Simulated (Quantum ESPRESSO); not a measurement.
Input of a Quantum ESPRESSO 7.5 run:

pw.in

```
&CONTROL
  calculation = 'vc-relax'
  prefix = 'pwscf'
  outdir = './tmp'
  pseudo_dir = './pseudo'
  tprnfor = .true.
  tstress = .true.
  disk_io = 'low'
  nstep = 40
  forc_conv_thr = 0.0004
  etot_conv_thr = 1d-05
/
&SYSTEM
  ibrav = 0
  nat = 2
  ntyp = 1
  ecutwfc = 55
  ecutrho = 440
  nbnd = 9
  occupations = 'fixed'
/
&ELECTRONS
  conv_thr = 4d-10
  electron_maxstep = 120
  mixing_beta = 0.5
/
&IONS
  ion_dynamics = 'bfgs'
/
&CELL
  cell_dynamics = 'bfgs'
  press = 0
  press_conv_thr = 0.3
/
ATOMIC_SPECIES
Si    28.0850 Si.pbe-n-rrkjus_psl.1.0.0.UPF
CELL_PARAMETERS angstrom
   0.0000000000    2.7155000000    2.7155000000
   2.7155000000    0.0000000000    2.7155000000
   2.7155000000    2.7155000000    0.0000000000
ATOMIC_POSITIONS crystal
Si     0.0000000000    0.0000000000    0.0000000000
Si     0.2500000000    0.2500000000    0.2500000000
K_POINTS automatic
11 11 11 0 0 0
```

Potentials or basis: SSSP 1.3 efficiency PBE.

The run is started by

```console
$ OMP_NUM_THREADS=1 pw.x -in pw.in > pw.out
```

Task: Predict the space group after relaxing (to 0.05 Å).

Result: Fd-3m (No. 227).

Task: What does it give for the relaxed volume?

Result: 20.45 Å³/atom.

The path:
| step | energy change (eV) | largest force (eV/Å) | pressure (GPa) | volume (Å³) |
| --- | --- | --- | --- | --- |
| 1 | 0.0000 | 0.0000 | 1.96 | 40.05 |
| 2 | -0.0037 | 0.0000 | 1.01 | 40.45 |
| 3 | -0.0051 | 0.0000 | 0.03 | 40.89 |
| 4 | -0.0051 | 0.0000 | 0.00 | 40.90 |
